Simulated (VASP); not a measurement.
Set up this calculation in VASP 6.6.1, as the native input.

| Quantity | Value |
| --- | --- |
| Task | single point |
| Functional | PBEsol |
| Potentials or basis | VASP PAW PBE potentials, release 64 (Hf_pv, C) |
| Cutoff | 520 eV |
| k mesh | 9 × 9 × 5 |
| Occupations | fermi-dirac, width 0.05 eV |
| Spin | no spin polarisation |
| Ladder | free |
| Further INCAR settings | ALGO = Normal; EDIFF = 1e-07; NBANDS = 22 |

The structure of HfC lies in POSCAR:

```
HfC
1.0
    3.3428660531      0.0000000000      0.0000000000
   -1.6714330265      2.8950069234      0.0000000000
    0.0000000000      0.0000000000      5.2027140000
Hf C
2 2
Direct
    0.3387840000      0.6665510000      0.2562210000
    0.6766480000      0.3424410000      0.7491100000
    0.0096910000      0.0067720000      0.4996400000
    0.0012890000     -0.0052170000      0.0030640000
```

The cell comes from a database or a generator and needn't be the stable form of this composition.

The cell isn't the ideal one: atoms moved at random, drawn with an rms of 0.05 Å.

One way to write it, as run:

INCAR

```
PREC = Accurate ; ENCUT = 520
EDIFF = 1E-7 ; ISMEAR = -1
SIGMA = 0.05 ; LREAL = F
LASPH = T ; NELM = 60
ALGO = Normal ; ISIF = 2
LWAVE = F ; LCHARG = F
GGA = PS ; NBANDS = 22
```

KPOINTS

```
regular mesh
0
Gamma
  9 9 5
```

Potentials or basis: VASP PAW PBE potentials, release 64 (Hf_pv, C).

Launch:

```bash
$ cat potpaw_PBE.64/Hf_pv/POTCAR potpaw_PBE.64/C/POTCAR > POTCAR
$ mpirun -np 1 vasp_std > vasp.out
```

Results of the run:

| Item | Value |
| --- | --- |
| Pressure | -7.7 GPa |
| Largest force | 0.642 eV/Å |
| Band gap on the k mesh | none (metal or under the smearing width) |

Caveat: the PAW data sets were made with another functional, which shifts forces and pressure a little.

Run time: 3.9 min on 1 thread of Intel(R) Xeon(R) Platinum 8375C CPU @ 2.90GHz (Ice Lake) (shared host), peak memory 0.33 GiB.
